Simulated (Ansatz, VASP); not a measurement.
**MgI2: VASP beside Ansatz**

```xyz
3
Lattice="4.1537 0.0000 0.0000 -2.0769 3.5972 0.0000 0.0000 0.0000 6.8620" Properties=species:S:1:pos:R:3 pbc="T T T"
Mg    0.0000    0.0000    0.0000
I     0.0000    2.3981    5.1989
I     2.0769    1.1991    1.6631
```

Alike in both runs: task single point; functional PBEsol; k mesh 7 × 7 × 4; occupations fermi-dirac, width 0.03 eV; no spin polarisation.

|  | VASP | Ansatz |
| --- | --- | --- |
| version | VASP 6.6.1 | Ansatz 0.2.0 |
| potentials or method | VASP PAW PBE potentials, release 64 (Mg, I), cutoff 520 eV | all-electron LAPW, scalar-relativistic |

```csv
,VASP,Ansatz,Ansatz less VASP
gap on the k mesh at the Fermi level (eV),3.46,3.48,+0.016
pressure (GPa),-0.2,-0.2,+0.03
largest component of the traceless stress (GPa),0.27,0.26,-0.005
rms of the force components (eV/Å),0.018,0.017,-0.0013
```

Atom by atom the forces differ by 0.001 eV/Å (rms over components). Ansatz ran all-electron here, so the differences hold the error of VASP's frozen core and of both bases.

Caveats: the PAW data sets were made with another functional, which shifts forces and pressure a little (VASP); spin-orbit coupling is left out, which moves the levels of the heavy elements; an odd mesh through Γ misses points on the zone boundary, where band edges often lie; this functional lacks dispersion, which binds the layers, so the pressure and a relaxed spacing across them are unreliable. Expect the measured gap to be larger: semilocal functionals such as PBEsol lack the derivative discontinuity.
